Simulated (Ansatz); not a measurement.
# PtSe2: energy along a strain

PtSe2, P-3m1, a = 3.724 Å, c = 5.062 Å (as given, not relaxed at this level: 7.3 GPa, forces to 0.57 eV/Å). Ansatz: PBE, PAW, 420 eV, Γ-centred 12×12×10 mesh on 3 atoms, Gaussian smearing 0.15 eV; no spin polarisation. Cell vectors (Å): 3.724 0.000 0.000; -1.862 3.225 0.000; 0.000 0.000 5.062. The cell is strained by x per cent times the pattern (0 1 0 0 0 0) in the order xx yy zz yz xz xy (engineering shears), with fractional coordinates held. y is the free energy over the start, V0 = 20.265 Å³/atom.

| x (%) | y (meV/atom) |
| --- | --- |
| -6.00 | 130.54 |
| -4.50 | 83.38 |
| -3.00 | 46.55 |
| -1.50 | 19.06 |
| 0.00 | 0.00 |
| 1.50 | -11.47 |
| 3.00 | -16.11 |
| 4.50 | -14.65 |
| 5.25 | -11.83 |
| 6.00 | ? |

Question: Fit y = c1 x + c2 x² + c3 x³ to the other rows, get the stiffness along the pattern, and predict the missing energy.

Answer: Least squares on the rows shown. y = −10.067 x + 1.7006 x² − 0.041000 x³. The clamped-ion stiffness p·C·p = 2 × 17.01 eV × 160.2 / 20.265 Å³ = 269 GPa, which is C22 in these axes (second derivative at the start, which stands under stress). At x = 6.00 the fit asked for gives -8.04 meV/atom. The run gave -7.72 meV/atom, so the fit is 0.32 meV/atom too low, 0.22 % of the span of the series, against an rms of 0.07 meV/atom on the fitted rows. The row lies outside the fitted range. With a term in x⁴ added, a fit to the same known rows predicts -7.71 meV/atom, so most of the miss is curvature that the known rows already hold.

Spin–orbit coupling is left out, which can shift energies with elements as heavy as these.

The energy falls on stretching from the starting cell and is lowest, among the sampled points, at 3.00 %, so the in-plane lattice is compressed at this level of theory. Part of that driving force probably comes from an unsuited Se height, since the large residual forces show that the internal geometry is also out of balance. The stiffness of 269 GPa reflects the covalent Pt–Se network within the layers, where strain changes both bond lengths and the angles of the PtSe6 octahedra. The negative cubic term is the usual bond anharmonicity: short-range repulsion steepens on compression, while the restoring force softens on extension.

Letting the Se atoms respond to the strain would normally lower the stiffness, because they could shift to share the distortion between bond stretching and bending. The minimum along this path is not a predicted equilibrium lattice constant, as the other two axes stay fixed. Nor does the curve test the weaker interlayer bonding, which governs the response along c.
